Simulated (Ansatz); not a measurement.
# Copper, A15 under BLYP: relaxation and energy

Aim: take copper in the A15 structure, relax it, then solve it on a dense k-mesh. Spin polarisation is left out. The k-meshes are 6×6×6 for the relaxation; 7×7×7 for the dense run.

Program: Ansatz 0.2.0. Level of theory: DFT BLYP, plane waves (420 eV) with PAW, scalar-relativistic; PAW files made under PBE, frozen cores solved again for the functional. These are calculated values, not measurements.

## (1) Starting point

The structure is cubic, space group Pm-3n (No. 223). The conventional cell has a = 4.555 Å, b = 4.555 Å, c = 4.555 Å, α = 90.00°, β = 90.00°, γ = 90.00°. Around Cu (site symmetry m-3) lie 12 Cu at 2.55 Å. Around Cu (site symmetry -4m2) lie 6 Cu at 2.28 to 2.55 Å.

Coordinates:

```
CELL_PARAMETERS angstrom
4.55456 0.00000 0.00000
0.00000 4.55456 0.00000
0.00000 0.00000 4.55456
ATOMIC_POSITIONS crystal
Cu 0.00000 0.00000 0.00000
Cu 0.50000 0.50000 0.50000
Cu 0.25000 0.00000 0.50000
Cu 0.75000 0.00000 0.50000
Cu 0.50000 0.25000 0.00000
Cu 0.50000 0.75000 0.00000
Cu 0.00000 0.50000 0.25000
Cu 0.00000 0.50000 0.75000
```

## (2) Relaxing cell and atoms

input.yaml

```yaml
crystal:
  lattice:
    - [4.5545641985, 0.0, 0.0]
    - [0.0, 4.5545641985, 0.0]
    - [0.0, 0.0, 4.5545641985]
  atoms:
    - { symbol: Cu, position: [0.0, 0.0, 0.0] }
    - { symbol: Cu, position: [0.5, 0.5, 0.5] }
    - { symbol: Cu, position: [0.25, 0.0, 0.5] }
    - { symbol: Cu, position: [0.75, 0.0, 0.5] }
    - { symbol: Cu, position: [0.5, 0.25, 0.0] }
    - { symbol: Cu, position: [0.5, 0.75, 0.0] }
    - { symbol: Cu, position: [0.0, 0.5, 0.25] }
    - { symbol: Cu, position: [0.0, 0.5, 0.75] }
hamiltonian:
  xc: blyp
  pseudopotentials:
    kind: paw
    azcp:
      Cu: "pseudopotentials/Cu.paw.azcp"
basis:
  ecutwfc: 420
  fft_grid_basis: typed
kpoints:
  mp_grid: { grid: [6, 6, 6], shift: [0, 0, 0] }
magnetization:
  spin_polarized: false
scf:
  occupations: { method: fermi_dirac, width: 0.1 }
relax:
  max_steps: 60
  f_tol: 0.01
  cell: {}
output:
  write_density: true
  write_potential: true
  elf: true
  volumetric_format: npy
```

On the command line:

```console
$ ansatz run input.yaml --threads 4 --pin off --max-ram 8192MiB --backend cpu --events-out ev --progress --plain --runs-dir out
```

Standard output:

```text
Warning: RAYON_NUM_THREADS=4 ignored (pool sized by the plan → 4); use --threads N
Engine: ansatz 0.2.0, aarch64-unknown-linux-gnu
Pseudopotentials: kind: paw
Pseudopotential: Cu, paw, valence charge 19, recommended cutoff 420 eV (normal), <dir>
Functional definition: BLYP
  parameter beta = 0.0042
  parameter a = 0.04918
  parameter b = 0.132
  parameter c = 0.2533
  parameter d = 0.349
  exchange = b88_x(beta = beta)
  correlation = lyp_c(a = a, b = b, c = c, d = d)
Crystal: 8 atoms, lattice volume = 94.480 Å³
Basis set: ecut = 420 eV, 1839 PW (Γ), exchange–correlation on 64×64×64 points (8 copies of the dense FFT grid, shifted against one another)
Bands: 92, of which v1, the nominal top of the filled ones, is band 76 counted from 1 (75 counted from 0)
Symmetry: 48 space group operations
Space group: Pm-3n (ITA 223), of the structure as read, at distance tolerance 4.6e-5 Å
k-points: 20 of 216
Non-local potential: Cu, projectors of the file, l = 0: 3, l = 1: 2, l = 2: 3, l = 3: 1
PAW form: soft (Blöchl's): semilocal exchange-correlation on the pseudo side does not see the compensation charge
PAW frozen core: Cu, regenerated for the run's functional, and the local potential with it (the file was generated under x = pbe(κ = 0.804, μ = 0.2195149727645171), c = pbe(β = 0.06672455060314922))
PAW one-centre angular grid: Cu, 590 points (default); XC on 64 Gauss nodes
Initial density: superposition of atomic densities (neutral atoms: chi_scale 0, normalization atom), corrected by the library's trained network
Initial wavefunctions: pseudopotential atomic-orbital guess
Functional: x = b88, c = lyp
SCF iter   1: F=—  HF=-53072.484333 eV  |F-HF|=—  |Δ(HF+E_count)|=         —  Δρ=2.15e-2  dr2=3.01e-1  ethr=1.77e-3  ⟨swp⟩=4.9  Hψ=5990  notcnv=0  defer=83
preconditioner: auto → Kerker (q_TF=auto, 2.953 Å⁻¹)  [metal: Δε(μ)=0.075 eV  Ē_g=10.579 eV  σ=0.100 eV  W_gap=0.18  n_scr=32 (ndim 8)  ℏωp=35.8 eV  f_vac=0.000  D(μ)=2.90/eV (n_scr^D=18)]
SCF iter   2: F=—  HF=-53072.444634 eV  |F-HF|=—  |Δ(HF+E_count)|=   3.97e-2  Δρ=6.73e-3  dr2=3.89e-2  ethr=1.98e-4  ⟨swp⟩=2.0  Hψ=2713  notcnv=0  defer=140
SCF iter   3: F=—  HF=-53072.436369 eV  |F-HF|=—  |Δ(HF+E_count)|=   8.26e-3  Δρ=4.90e-3  dr2=2.00e-2  ethr=2.56e-5  ⟨swp⟩=2.0  Hψ=2518  notcnv=0  defer=140
SCF iter   4: F=—  HF=-53072.433576 eV  |F-HF|=—  |Δ(HF+E_count)|=   2.79e-3  Δρ=1.08e-3  dr2=5.59e-4  ethr=1.31e-5  ⟨swp⟩=2.1  Hψ=2183  notcnv=0  defer=140
SCF iter   5: F=—  HF=-53072.434453 eV  |F-HF|=—  |Δ(HF+E_count)|=   8.77e-4  Δρ=3.19e-4  dr2=7.62e-5  ethr=3.68e-7  ⟨swp⟩=2.0  Hψ=3046  notcnv=0  defer=140
SCF iter   6: F=—  HF=-53072.434579 eV  |F-HF|=—  |Δ(HF+E_count)|=   1.26e-4  Δρ=9.74e-5  dr2=7.46e-6  ethr=5.01e-8  ⟨swp⟩=2.0  Hψ=2552  notcnv=0  defer=140
SCF iter   7: F=—  HF=-53072.434579 eV  |F-HF|=—  |Δ(HF+E_count)|=   1.23e-7  Δρ=6.31e-5  dr2=2.03e-6  ethr=4.91e-9  ⟨swp⟩=2.0  Hψ=2837  notcnv=0  defer=140
SCF iter   8: F=—  HF=-53072.434579 eV  |F-HF|=—  |Δ(HF+E_count)|=   3.27e-7  Δρ=1.56e-5  dr2=1.62e-7  ethr=1.33e-9  ⟨swp⟩=2.0  Hψ=2714  notcnv=0  defer=140
SCF iter   9: F=-53072.434579 eV  HF=-53072.434579 eV  |F-HF|=5.09e-10  |Δ(HF+E_count)|=   2.04e-9  Δρ=2.92e-6  dr2=6.84e-9  ethr=6.58e-11  ⟨swp⟩=6.8  Hψ=10131  notcnv=0
SCF 1 converged in 9 iterations: F = -53072.434579 eV  dr2 = 6.84e-9
relax step   1: F+E_penalty+E_count = -53072.43457864 eV  Δ(F+E_penalty+E_count) = +0.000e0 eV  max|allowed force component| = 3.043e-17 eV/Å  Δτ_max = 0.0000 Å  P = +13.912 GPa  Ω = 94.480 Å³  (9 SCF iters, dr2 threshold 1.00e-7 eV, accepted)
[... from here on, the SCF cycles and remarks between the steps are left out ...]
relax step   2: F+E_penalty+E_count = -53072.72543514 eV  Δ(F+E_penalty+E_count) = -2.909e-1 eV  max|allowed force component| = 2.304e-17 eV/Å  Δτ_max = 0.0000 Å  P = +6.265 GPa  Ω = 99.217 Å³  energy of the carried Pulay correction = -2.305e-3 eV  (7 SCF iters, dr2 threshold 8.00e-7 eV, accepted)
relax step   3: F+E_penalty+E_count = -53072.81631042 eV  Δ(F+E_penalty+E_count) = -9.088e-2 eV  max|allowed force component| = 2.761e-17 eV/Å  Δτ_max = 0.0000 Å  P = +0.945 GPa  Ω = 103.466 Å³  energy of the carried Pulay correction = -4.278e-3 eV  (7 SCF iters, dr2 threshold 8.00e-7 eV, accepted)
relax step   4: F+E_penalty+E_count = -53072.81845225 eV  Δ(F+E_penalty+E_count) = -2.142e-3 eV  max|allowed force component| = 2.347e-17 eV/Å  Δτ_max = 0.0000 Å  P = -0.014 GPa  Ω = 104.347 Å³  energy of the carried Pulay correction = -4.677e-3 eV  (6 SCF iters, dr2 threshold 8.00e-7 eV, accepted)
relax step   5: F+E_penalty+E_count = -53072.82480752 eV  Δ(F+E_penalty+E_count) = -6.355e-3 eV  max|allowed force component| = 2.281e-17 eV/Å  Δτ_max = 0.0000 Å  P = +0.085 GPa  Ω = 104.347 Å³  stress off target by 8.52e-2 GPa  SCF on the basis re-selected at this cell (its energy is not comparable with the rows above)  (8 SCF iters)
relax step   6: F+E_penalty+E_count = -53072.82479415 eV  Δ(F+E_penalty+E_count) = +1.337e-5 eV  max|allowed force component| = 4.290e-17 eV/Å  Δτ_max = 0.0000 Å  P = +0.004 GPa  Ω = 104.426 Å³  energy of the carried Pulay correction = -3.535e-5 eV  (6 SCF iters, dr2 threshold 1.82e-8 eV, accepted)
relax step   7: F+E_penalty+E_count = -53072.82485691 eV  Δ(F+E_penalty+E_count) = -6.276e-5 eV  max|allowed force component| = 4.102e-17 eV/Å  Δτ_max = 0.0000 Å  P = +0.003 GPa  Ω = 104.426 Å³  stress off target by 2.97e-3 GPa  SCF on the basis re-selected at this cell (its energy is not comparable with the rows above)  (8 SCF iters)
basis re-selected at this cell: Δ(F+E_penalty+E_count) = -6.276e-5 eV, ΔP = -0.001 GPa vs the last step (what re-selecting the basis moved, of the pressure what is left beyond the Pulay correction that the steps carried, after the strain that the cell walked since its last selection, with what the two solves' SCF thresholds leave and, on support functions, any second-order correction that the steps lacked; it is no measure of the basis error at this ecutwfc). This SCF's stress stands 2.97e-3 GPa from its target on what of the cell is left free (relax.cell.stress_tol is 5.00e-2 GPa) and its largest allowed force component is 4.10e-17 eV/Å (relax.f_tol is 1.00e-2 eV/Å): within both
SCF converged after 8 iterations
Free energy (F): -53072.824857 eV
Harris-Foulkes:  -53072.824857 eV  (|F-HF|=1.46e-11)
Internal energy: -53072.729679 eV  (E = F + TS)
E sigma→0 (E₀):  -53072.777268 eV
Entropy (-TS):   -0.095178 eV (-11.897 meV/atom)
Fermi energy:    15.233551 eV
--- Per-component energies (eV) ---
  E_band       = -3078.054657
  E_kinetic    = 2400.231010
  E_local      = -33979.135672  (includes V_loc(G=0)·N_el)
  E_nonlocal   = 3092.937914
  E_hartree    = 14973.060462
  E_xc         = -701.600391
  E_vxc        = -902.270453  (∫ρ·V_xc dr)
  E_paw        = -13409.559250  (= ΣΔE_a)
  E_vpaw       = -3635.939790  (= ΣTr[D̂ρ^β])
  E_aug_tail   = 0.001420  (compensation charges beyond the density's cutoff)
  E_ewald      = -25448.668925
  E_core_change = 0.003754  (= ΣΔE_core)
  E_smearing   = -0.095178  (= −TS)
  E_closure    = 0.000000  (closes the sum)
  Σ components = -53072.824857   (vs F -53072.824857, Δ=0.00e0)
--- Forces (eV/Å), atoms counted from 1 ---
  atom   1  Cu     0.00000000     0.00000000    -0.00000000
  atom   2  Cu     0.00000000     0.00000000    -0.00000000
  atom   3  Cu    -0.00000000     0.00000000    -0.00000000
  atom   4  Cu     0.00000000    -0.00000000     0.00000000
  atom   5  Cu    -0.00000000    -0.00000000    -0.00000000
  atom   6  Cu    -0.00000000     0.00000000     0.00000000
  atom   7  Cu     0.00000000    -0.00000000    -0.00000000
  atom   8  Cu    -0.00000000     0.00000000     0.00000000
  max |Σ_I F_I| component: 2.34e-17 eV/Å
--- Stress (GPa, compression-positive) ---
        0.002972      -0.000000       0.000000
       -0.000000       0.002972       0.000000
        0.000000       0.000000       0.002972
  P = ⅓ Tr σ = 0.0030 GPa (0.030 kbar)
--- Band table (eV; the first three rows and the last of 20) ---
  k-point 0: bands = ["-97.0199", "-97.0148", "-97.0148", "-97.0109", "-97.0079", "-97.0009", "-97.0009", "-97.0009", "-54.6174", "-54.6174", "-54.6106", "-54.4998", "-54.4998", "-54.4998", "-54.4924", "-54.4924", "-54.4924", "-54.4724", "-54.4724", "-54.4724", "-54.4482", "-54.4482", "-54.4482", "-54.4463", "-54.4463", "-54.4463", "-54.4418", "-54.4418", "-54.4418", "-54.4397", "-54.4397", "-54.4397", "6.5785", "10.4257", "10.4257", "10.8805", "11.3767", "11.3767", "11.3767", "11.4058", "11.7207", "11.7207", "11.7207", "11.7868", "11.7868", "11.7868", "11.9945", "11.9945", "12.0960", "12.1696", "12.1696", "12.3943", "12.3943", "12.3943", "12.5496", "12.5496", "12.5496", "12.9763", "12.9763", "12.9763", "13.0399", "13.0399", "13.0399", "13.1633", "13.1633", "13.2768", "13.2768", "13.4990", "13.4990", "13.4990", "13.6017", "13.6017", "13.6017", "15.1624", "15.1624", "15.1624", "16.1450", "16.1450", "16.2440", "21.0651", "21.0651", "21.4319", "21.4319", "21.4319", "22.6527", "22.6527", "22.6527", "22.8973", "22.8973", "22.8973", "23.0107", "27.0063"]
[... 3 lines left out ...]
--- Relaxed structure (5 steps of the walk, 5 accepted, 2 SCFs on fresh bases) ---
  F+E_penalty+E_count = -53072.82485691 eV   max|allowed force component| = 4.102e-17 eV/Å   (the final SCF, on the basis selected at the relaxed cell)
  cell:  # Å, volume = 104.4263 Å³
    - [4.709085941909488, -7.663596237040875e-34, 5.095689644524561e-34]
    - [1.2879656503089638e-33, 4.709085941909488, 6.419766481290786e-35]
    - [2.527783052008247e-34, 6.419766481290786e-35, 4.709085941909488]
  atoms:
    - { symbol: Cu, position: [-3.54961856584075e-35, -1.8775297038513946e-34, -7.499106910984162e-35] }
    - { symbol: Cu, position: [0.5, 0.5, 0.5] }
    - { symbol: Cu, position: [0.25, 2.2277082644524172e-34, 0.5] }
    - { symbol: Cu, position: [0.75, 2.245327311526682e-34, 0.5] }
    - { symbol: Cu, position: [0.5, 0.25, 9.415178280310509e-35] }
    - { symbol: Cu, position: [0.5, 0.75, 9.580356846631758e-36] }
    - { symbol: Cu, position: [-3.571642374683583e-35, 0.5, 0.25] }
    - { symbol: Cu, position: [-1.4847832502213364e-34, 0.5, 0.75] }
```

Wall time 19 s (4 threads of Arm Neoverse V2, shared host); peak memory 0.59 GiB.

The walk, from the log:

```
step  energy change (meV/atom)  largest force (eV/Å)  pressure (GPa)  volume (Å³/atom)
   1                      0.00                0.0000           13.91            11.810
   2                    -36.36                0.0000            6.27            12.402
   3                    -47.72                0.0000            0.94            12.933
   4                    -47.98                0.0000           -0.01            13.043
   5                    -48.78                0.0000            0.09            13.043
   6                    -48.78                0.0000            0.00            13.053
   7                    -48.78                0.0000            0.00            13.053
```

Steps that repeat a cell are solved on a basis chosen anew, so their changes of energy are no gain of the relaxation.

The cell of the run, before and after:

|  | before | after | change |
| --- | --- | --- | --- |
| a (Å) | 4.555 | 4.709 | +3.4 % |
| b (Å) | 4.555 | 4.709 | +3.4 % |
| c (Å) | 4.555 | 4.709 | +3.4 % |
| volume (Å³/atom) | 11.810 | 13.053 | +10.5 % |
| shortest distance (Å) | 2.277 | 2.355 | +3.4 % |
| space group (spins left aside) | Pm-3n | Pm-3n | same |

## (3) The energy on a finer k-mesh

input.yaml

```yaml
crystal:
  lattice:
    - [4.7090859419, 0.0, 0.0]
    - [0.0, 4.7090859419, 0.0]
    - [0.0, 0.0, 4.7090859419]
  atoms:
    - { symbol: Cu, position: [1.0, 1.0, 1.0] }
    - { symbol: Cu, position: [0.5, 0.5, 0.5] }
    - { symbol: Cu, position: [0.25, 0.0, 0.5] }
    - { symbol: Cu, position: [0.75, 0.0, 0.5] }
    - { symbol: Cu, position: [0.5, 0.25, 0.0] }
    - { symbol: Cu, position: [0.5, 0.75, 0.0] }
    - { symbol: Cu, position: [1.0, 0.5, 0.25] }
    - { symbol: Cu, position: [1.0, 0.5, 0.75] }
hamiltonian:
  xc: blyp
  pseudopotentials:
    kind: paw
    azcp:
      Cu: "pseudopotentials/Cu.paw.azcp"
basis:
  ecutwfc: 420
  fft_grid_basis: typed
kpoints:
  mp_grid: { grid: [7, 7, 7], shift: [0, 0, 0] }
magnetization:
  spin_polarized: false
scf:
  occupations: { method: fermi_dirac, width: 0.1 }
```

On the command line:

```console
$ ansatz run input.yaml --threads 4 --pin off --max-ram 8192MiB --backend cpu --events-out ev --progress --plain --runs-dir out
```

Standard output, shortened:

```text
Warning: RAYON_NUM_THREADS=4 ignored (pool sized by the plan → 4); use --threads N
[...]
[... 3 set-up lines as earlier in the session ...]
[...]
Crystal: 8 atoms, lattice volume = 104.426 Å³
Basis set: ecut = 420 eV, 2007 PW (Γ), exchange–correlation on 64×64×64 points (8 copies of the dense FFT grid, shifted against one another)
Bands: 85, of which v1, the nominal top of the filled ones, is band 76 counted from 1 (75 counted from 0)
[... 1 set-up line as earlier in the session ...]
Space group: Pm-3n (ITA 223), of the structure as read, at distance tolerance 4.7e-5 Å
k-points: 20 of 343
[...]
SCF iter   1: F=—  HF=-53072.884501 eV  |F-HF|=—  |Δ(HF+E_count)|=         —  Δρ=1.93e-2  dr2=2.83e-1  ethr=1.77e-3  ⟨swp⟩=5.0  Hψ=5071  notcnv=0  defer=15
[...]
SCF iter   9: F=-53072.840048 eV  HF=-53072.840048 eV  |F-HF|=1.99e-9  |Δ(HF+E_count)|=   6.07e-8  Δρ=2.25e-6  dr2=4.89e-9  ethr=6.58e-11  ⟨swp⟩=2.0  Hψ=3305  notcnv=0
[...]
SCF converged after 9 iterations
Free energy (F): -53072.840048 eV
[...]
E sigma→0 (E₀):  -53072.804855 eV
Entropy (-TS):   -0.070385 eV (-8.798 meV/atom)
Fermi energy:    15.251027 eV
[...]
```

Run time: 2.2 s. Hardware: 4 threads of Arm Neoverse V2, shared host; peak memory 0.53 GiB.

## (4) Results

| quantity | value |
| --- | --- |
| space group (spins left aside) | Pm-3n (No. 223) |
| conventional cell | a = 4.709 Å |
| volume | 13.053 Å³/atom |
| shortest distance | 2.355 Å |
| gap on the mesh | none (levels filled in part) |
| relative to fcc | +82 meV/atom |

What this shows: The relaxation enlarged the cell by 10.5 % in volume. It lies 82 meV/atom above the element's reference form at the same level (fcc, from a run of its own). No gap shows: it is a metal or semimetal at this level. The symmetry was held, so the structure may be unstable against distortions that break it.
